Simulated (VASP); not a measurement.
CuO:

```
Cu O
1.0
     0.00000    2.32725    2.32725
     2.32725    0.00000    2.32725
     2.32725    2.32725    0.00000
Cu O
1 1
Direct
  0.00000 0.00000 0.00000
  0.25000 0.25000 0.25000
```

Measurements of this composition are mostly on another form, of space group No. 15.

```yaml
Program: VASP 6.6.1
Task: relaxation of cell and atoms
Functional: TPSS
Potentials_or_basis: VASP PAW PBE potentials, release 64 (Cu, O)
Cutoff: 600 eV
k_mesh: 10 × 10 × 10
Occupations: gaussian, width 0.05 eV
Spin: no spin polarisation
```

At the start: pressure -10.9 GPa; volume 12.60 Å³/atom.

Question: Where does the relaxation end?

Answer: Over 3 steps the energy falls by 41.3 meV/atom and the volume is 11.48 Å³/atom (-8.9 %); space group F-43m (No. 216, to 0.05 Å).

The path:
```tsv
step	energy change (eV)	largest force (eV/Å)	pressure (GPa)	volume (Å³)
1	0.0000	0.0000	-10.91	25.21
2	-0.0708	0.0000	5.21	22.21
3	-0.0826	0.0000	-0.04	22.97
```

Final structure:
```
Cu O
1.0
     0.00000    2.25610    2.25610
     2.25610    0.00000    2.25610
     2.25610    2.25610    0.00000
Cu O
1 1
Cartesian
  0.0000 0.0000 0.0000
  1.1281 1.1281 1.1281
```

Caveat: the PAW data sets were made with another functional, which shifts forces and pressure a little; an odd number of electrons without spin polarisation forces a metal; a magnetic or distorted state may lie lower; the run has no spin polarisation, though such a crystal can be magnetic.
